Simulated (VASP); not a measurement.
# InSb (F-43m) in VASP: further runs

One crystal, InSb, is run at these levels: PBE; tasks: relaxation of cell and atoms.

Program: VASP 6.6.1. These are calculated values, not measurements. Logs are shortened: lines on timing, memory, paths and dates and some standing lists are left out, and cuts for length are marked.

### Step 1. The crystal as given

Symmetry: F-43m, No. 216, cubic system. Conventional cell: a = 6.478 Å, b = 6.478 Å, c = 6.478 Å, α = 90.00°, β = 90.00°, γ = 90.00°. In (site symmetry -43m) is surrounded by 4 Sb at 2.81 Å. Sb (site symmetry -43m) is surrounded by 4 In at 2.81 Å.

### Step 2. Relaxation of cell and atoms, PBE

INCAR reads:

```
  PREC = Accurate
  ENCUT = 520
  EDIFF = 1E-7
  ISMEAR = 0
  SIGMA = 0.02
  LREAL = F
  LASPH = T
  NELM = 80
  ALGO = Fast
  ISIF = 3
  LWAVE = F
  LCHARG = F
  GGA = PE
  IBRION = 2
  NSW = 80
  EDIFFG = -0.002
  AMIX = 0.2
```

KPOINTS reads:

```
regular mesh
0
Gamma
  8 8 8
```

POSCAR reads:

```
InSb
1.0
    0.0000000000      3.2391000000      3.2391000000
    3.2391000000      0.0000000000      3.2391000000
    3.2391000000      3.2391000000      0.0000000000
In Sb
1 1
Direct
    0.0000000000      0.0000000000      0.0000000000
    0.2500000000      0.2500000000      0.2500000000
```

Potentials or basis: VASP PAW PBE potentials, release 64 (In_d, Sb).

On the command line:

```bash
> cat potpaw_PBE.64/In_d/POTCAR potpaw_PBE.64/Sb/POTCAR > POTCAR
> mpirun -np 1 vasp_std > vasp.out
```

OUTCAR:

```text
PREC = Accurate
   ENCUT = 520
   EDIFF = 1E-7
   ISMEAR = 0
   LREAL = F
   LASPH = T
   NELM = 80
   ISIF = 3
   GGA = PE
   IBRION = 2
   NSW = 80
   EDIFFG = -0.002
   AMIX = 0.2

 ion  position               nearest neighbor table
   1  0.000  0.000  0.000-   2 2.81   2 2.81   2 2.81   2 2.81
   2  0.250  0.250  0.250-   1 2.81   1 2.81   1 2.81   1 2.81

  LATTYP: Found a face centered cubic cell.
 ALAT       =     6.4782000000

  Lattice vectors:

 A1 = (   0.0000000000,   3.2391000000,   3.2391000000)
 A2 = (   3.2391000000,   0.0000000000,   3.2391000000)
 A3 = (   3.2391000000,   3.2391000000,   0.0000000000)

Analysis of symmetry for initial positions (statically):
=====================================================================
 Subroutine PRICEL returns:
 Original cell was already a primitive cell.

 Routine SETGRP: Setting up the symmetry group for a
 face centered cubic supercell.

 Subroutine GETGRP returns: Found 24 space group operations
 (whereof 24 operations were pure point group operations)
 out of a pool of 48 trial point group operations.

The static configuration has the point symmetry T_d .

Analysis of symmetry for dynamics (positions and initial velocities):
=====================================================================
 Subroutine PRICEL returns:
 Original cell was already a primitive cell.

 Routine SETGRP: Setting up the symmetry group for a
 face centered cubic supercell.

 Subroutine GETGRP returns: Found 24 space group operations
 (whereof 24 operations were pure point group operations)
 out of a pool of 48 trial point group operations.

The dynamic configuration has the point symmetry T_d .

 Subroutine INISYM returns: Found 24 space group operations
 (whereof 24 operations are pure point group operations),
 and found     1 'primitive' translations

----------------------------------------------------------------------------------------

                                     Primitive cell

  volume of cell :      67.9678

  direct lattice vectors                    reciprocal lattice vectors
     0.000000000  3.239100000  3.239100000    -0.154363867  0.154363867  0.154363867
     3.239100000  0.000000000  3.239100000     0.154363867 -0.154363867  0.154363867
     3.239100000  3.239100000  0.000000000     0.154363867  0.154363867 -0.154363867

  length of vectors
     4.580779150  4.580779150  4.580779150     0.267366060  0.267366060  0.267366060

  position of ions in fractional coordinates (direct lattice)
     0.000000000  0.000000000  0.000000000
     0.250000000  0.250000000  0.250000000
[... 73 lines left out ...]
   LSORBIT =      F    spin-orbit coupling
   LASPH  =      T    aspherical Exc in radial PAW
   ENCUT  =  520.0 eV  38.22 Ry    6.18 a.u.   8.52  8.52  8.52*2*pi/ulx,y,z
   NELM   =     80;   NELMIN=  2; NELMDL= -5     # of ELM steps
   EDIFF  = 0.1E-06   stopping-criterion for ELM
   LREAL  =      F    real-space projection
   EDIFFG = -.2E-02   stopping-criterion for IOM
   NSW    =     80    number of steps for IOM
   IBRION =      2    ionic relax: 0-MD 1-quasi-New 2-CG
   NFREE  =      1    steps in history (QN), initial steepest desc. (CG)
   ISIF   =      3    stress and relaxation
   ISYM   =      2    0-nonsym 1-usesym 2-fastsym
   POTIM  = 0.5000    time-step for ionic-motion
   TEBEG  =    0.0;   TEEND  =   0.0 temperature during run
   PSTRESS=    0.0 pullay stress
   NELECT =      18.0000    total number of electrons
   NUPDOWN=      -1.0000    fix difference up-down
   EMIN   =  10.00;   EMAX   =-10.00  energy-range for DOS
   EFERMI =   0.00;   METHOD = LEGACY
   ISMEAR =     0;   SIGMA  =   0.02  broadening in eV -4-tet -1-fermi 0-gaus
   EFERMI_NEDOS =   21; number of points for ismear=-14 and -15
   IALGO  =     68    algorithm
   IMIX   =      4    mixing-type and parameters
     AMIX     =   0.20;   BMIX     =  1.00
     AMIX_MAG =   0.80;   BMIX_MAG =  1.00
  volume/ion in A,a.u.               =      33.98       229.33
  Fermi-wavevector in a.u.,A,eV,Ry     =   1.051311  1.986690 15.037912  1.105255
  Thomas-Fermi vector in A             =   2.186349
   LORBIT       =      0    0 simple, 1 ext, 2 COOP (PROOUT), +10 PAW based schemes
   GGA     = PE    functional components
   LHFCALC =     F    Hartree Fock is set to
   AEXX    =    0.0000 exact exchange contribution
   IVDW    =     0    specifies the selected vdW correction
   LEPSILON=     F    determine dielectric tensor
   LRPA    =     F    only Hartree local field effects (RPA)
 conjugate gradient relaxation of ions
 non-spin polarized calculation
 RMM-DIIS sequential band-by-band and
 Gauss-broadening in eV      SIGMA  =   0.02
  energy-cutoff  :      520.00
  volume of cell :       67.97
 maximum number of plane-waves:      1850
 NGX is ok and might be reduce to    36
   NGX = 17   NGY = 17   NGZ = 17

--------------------------------------- Ionic step        1  -------------------------------------------

 number of electron      17.9999993 magnetization

 Free energy of the ion-electron system (eV)
  ---------------------------------------------------
  ext. energy  EPLUGINS =         0.00000000
  ---------------------------------------------------
  free energy    TOTEN  =        -6.90197685 eV

  energy without entropy =       -6.90191659  energy(sigma->0) =       -6.90194672

 E-fermi :   5.1171     XC(G=0):  -8.6865

 val. band max:        5.1110473833   @ k =   0.0000   0.0000   0.0000
 cond. band min:       5.6490278896   @ k =   0.5000   0.0000   0.0000
 fundamental gap:      0.5379805063
 Fermi energy:         5.1171386609

 k-point     1 :       0.0000    0.0000    0.0000
  band No.  band energies     occupation
      1      -9.4971      2.00000
      2      -9.4971      2.00000
      3      -9.4971      2.00000
      4      -9.4119      2.00000
      5      -9.4119      2.00000
      6      -5.6092      2.00000
      7       4.9233      2.00000
      8       5.1110      1.33334
      9       5.1110      1.33334
     10       5.1110      1.33333
     11       8.0699      0.00000
     12       8.0699      0.00000
     13       8.0699      0.00000
[... 439 lines left out ...]
--------------------------------------- Ionic step        3  -------------------------------------------

 number of electron      18.0000008 magnetization

 Free energy of the ion-electron system (eV)
  ---------------------------------------------------
  ext. energy  EPLUGINS =         0.00000000
  ---------------------------------------------------
  free energy    TOTEN  =        -6.94792457 eV

  energy without entropy =       -6.94786431  energy(sigma->0) =       -6.94789444

 E-fermi :   4.3919     XC(G=0):  -8.3844

 val. band max:        4.3857869734   @ k =   0.0000   0.0000   0.0000
 cond. band min:       4.8049841488   @ k =   0.5000   0.0000   0.0000
 fundamental gap:      0.4191971754
 Fermi energy:         4.3918782065

 k-point     1 :       0.0000    0.0000    0.0000
  band No.  band energies     occupation
      1     -10.0854      2.00000
      2     -10.0854      2.00000
      3     -10.0854      2.00000
      4     -10.0185      2.00000
      5     -10.0185      2.00000
      6      -5.9034      2.00000
      7       3.7979      2.00000
      8       4.3858      1.33334
      9       4.3858      1.33334
     10       4.3858      1.33332
     11       7.3503      0.00000
     12       7.3503      0.00000
     13       7.3503      0.00000
[... 397 lines left out ...]
  FREE ENERGIE OF THE ION-ELECTRON SYSTEM (eV)
  ---------------------------------------------------
  free  energy   TOTEN  =        -6.9479245735 eV

  energy  without entropy=       -6.9478643148  energy(sigma->0) =       -6.94789444

 reached required accuracy - stopping structural energy minimisation
```

OSZICAR:

```text
N       E                     dE             d eps       ncg     rms          rms(c)
DAV:   1     0.112375005229E+03    0.11238E+03   -0.80858E+03   754   0.140E+03
DAV:   2     0.105269710425E+01   -0.11132E+03   -0.10852E+03   769   0.315E+02
DAV:   3    -0.678424454603E+01   -0.78369E+01   -0.77536E+01   969   0.897E+01
[... 51 lines left out ...]
RMM:  11    -0.694792433756E+01    0.57533E-05   -0.77384E-06   777   0.375E-02    0.469E-02
RMM:  12    -0.694792472888E+01   -0.39132E-06   -0.13579E-06   876   0.136E-02    0.519E-02
RMM:  13    -0.694792494696E+01   -0.21807E-06   -0.41908E-07   599   0.721E-03    0.461E-02
RMM:  14    -0.694792460384E+01    0.34312E-06   -0.22880E-07   538   0.427E-03    0.301E-02
RMM:  15    -0.694792457350E+01    0.30339E-07   -0.69790E-08   475   0.311E-03
   3 F= -.69479246E+01 E0= -.69478944E+01  d E =-.459477E-01
```

It took 2.3 min on 1 thread of AMD EPYC 7R13 (Zen 3), shared host; peak memory 0.19 GiB.

What came out:

```yaml
Free_energy: -6.9479 eV
Relaxed_volume: 36.49 Å³/atom
Relaxed_cell: a = 4.691 Å, b = 4.691 Å, c = 4.691 Å, α = 60.00°, β = 60.00°, γ = 60.00°
Space_group_after_relaxing_to_0.05_Å: F-43m (No. 216)
Energy_gained_by_relaxing: 23.0 meV/atom
Ionic_steps: 3
Pressure_after_relaxing: 0.0 GPa
Band_gap_on_the_k_mesh: none (metal or under the smearing width)
```

Step by step:
```
step  energy change (eV)  largest force (eV/Å)  pressure (GPa)  volume (Å³)
   1              0.0000                0.0000            3.13        67.97
   2             -0.0416                0.0000           -0.81        74.72
   3             -0.0459                0.0000            0.01        72.99
```

Final structure:
```yaml
crystal:
  lattice:
    - [0.00000, 3.31698, 3.31698]
    - [3.31698, 0.00000, 3.31698]
    - [3.31698, 3.31698, 0.00000]
  atoms:
    - { symbol: In, position: [0.00000, 0.00000, 0.00000] }
    - { symbol: Sb, position: [0.25000, 0.25000, 0.25000] }
```

Levels at points of the mesh, in eV from the Fermi level:
```
           k point  band 6  band 7  band 8  band 9  band 10  band 11  band 12  band 13
(0.00, 0.00, 0.00)  -10.30   -0.59   -0.01   -0.01    -0.01     2.96     2.96     2.96
(0.50, 0.00, 0.00)   -9.10   -5.31   -0.91   -0.91     0.41     3.79     3.79     6.11
(0.50, 0.50, 0.00)   -8.57   -5.63   -2.04   -2.04     1.35     1.46     7.73     7.73
```

Caveat: this crystal is a semiconductor, whose small gap the functional closes, so the metal is an error of the method.

### Step 3. Relaxation of cell and atoms, PBE

This run uses another cell than the first one, of 36.49 Å³/atom, 1.074 times its volume.

INCAR is that of step 2.

KPOINTS is that of step 2.

POSCAR reads:

```
InSb                                    
1.0
    0.0000000000      3.3169758586      3.3169758586
    3.3169758586      0.0000000000      3.3169758586
    3.3169758586      3.3169758586     -0.0000000000
  In              Sb            
     1     1
Direct
     0.0000000000000000    0.0000000000000000    0.0000000000000000
     0.2500000000000000    0.2500000000000000    0.2500000000000000
```

Potentials or basis: VASP PAW PBE potentials, release 64 (In_d, Sb).

On the command line:

```bash
> cat potpaw_PBE.64/In_d/POTCAR potpaw_PBE.64/Sb/POTCAR > POTCAR
> mpirun -np 1 vasp_std > vasp.out
```

It took 36 s on 1 thread of AMD EPYC 7R13 (Zen 3), shared host; peak memory 0.18 GiB.

It converged, with:

```
Free energy             : -6.9487 eV
Pressure after relaxing : 0.0 GPa
Band gap on the k mesh  : none (metal or under the smearing width)
```

Final structure:
```
In Sb
1.0
     0.00000    3.31698    3.31698
     3.31698    0.00000    3.31698
     3.31698    3.31698    0.00000
In Sb
1 1
Direct
  0.00000 0.00000 0.00000
  0.25000 0.25000 0.25000
```

Levels at points of the mesh, in eV from the Fermi level:
```csv
k point,band 5,band 6,band 7,band 8,band 9,band 10,band 11,band 12,band 13
"(0.00, 0.00, 0.00)",-14.41,-10.30,-0.59,-0.01,-0.01,-0.01,2.96,2.96,2.96
"(0.50, 0.00, 0.00)",-14.41,-9.10,-5.31,-0.91,-0.91,0.41,3.79,3.79,6.11
"(0.50, 0.50, 0.00)",-14.40,-8.57,-5.63,-2.04,-2.04,1.35,1.46,7.73,7.85
```

Caveat: the relaxation stopped at its first step, so nothing moved; this crystal is a semiconductor, whose small gap the functional closes, so the metal is an error of the method.
